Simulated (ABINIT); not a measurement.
# Hf in ABINIT: convergence with smearing width

Hf:

```
Hf
1.0
    -1.80500    1.80500    1.80500
     1.80500   -1.80500    1.80500
     1.80500    1.80500   -1.80500
Hf
1
Direct
  0.00000 0.00000 0.00000
```

This isn't the form of Hf at room conditions, which is hcp.

| Quantity | Value |
| --- | --- |
| Program | ABINIT 10.8.3 (patched build) |
| Task | single point |
| Functional | PBE |
| Potentials or basis | JTH PAW PBE v2.0 |
| Cutoff | 517 eV |
| k mesh | 10 × 10 × 10 |
| Occupations | cold (ABINIT), width 0.272 eV |
| Spin | no spin polarisation |

These are the settings of the first run; the series varies smearing width, with any setting tied to it.

Hardware: 1 thread of Intel(R) Xeon(R) 6975P-C (Granite Rapids), on a shared host.

Q: The values tried are 0.272 eV, 0.2 eV, 0.136 eV, 0.1 eV, 0.05 eV, 0.025 eV, 0.01 eV, loosest first. From which on does the energy stay within 1 meV/atom of the tightest run that finished?

A: From 0.136 eV on.

```
smearing width  energy less the tightest run (meV/atom)  pressure (GPa)  SCF cycles  CPU time (s)  peak memory (GiB)
      0.272 eV                                     2.90           -4.99           9           4.8                0.1
        0.2 eV                                     1.38           -5.03           9           5.1                0.1
      0.136 eV                                     0.22           -5.15           9           4.9                0.1
        0.1 eV                                    -0.27           -5.19          10           5.2                0.1
       0.05 eV                                    -0.39           -5.07           9           4.9                0.1
      0.025 eV                                    -0.18           -5.07          10           5.2                0.1
       0.01 eV                                     0.00           -5.07          10           5.2                0.1
```

Against the tightest run, the pressure stays within 0.1 GPa from 0.05 eV on. Narrower smearing needs a denser k mesh, so at a fixed mesh the narrowest width isn't the most accurate. The tightest run that finished is the yardstick and may itself not be fully converged.

Spin-orbit coupling is left out, which matters for the levels of Hf.
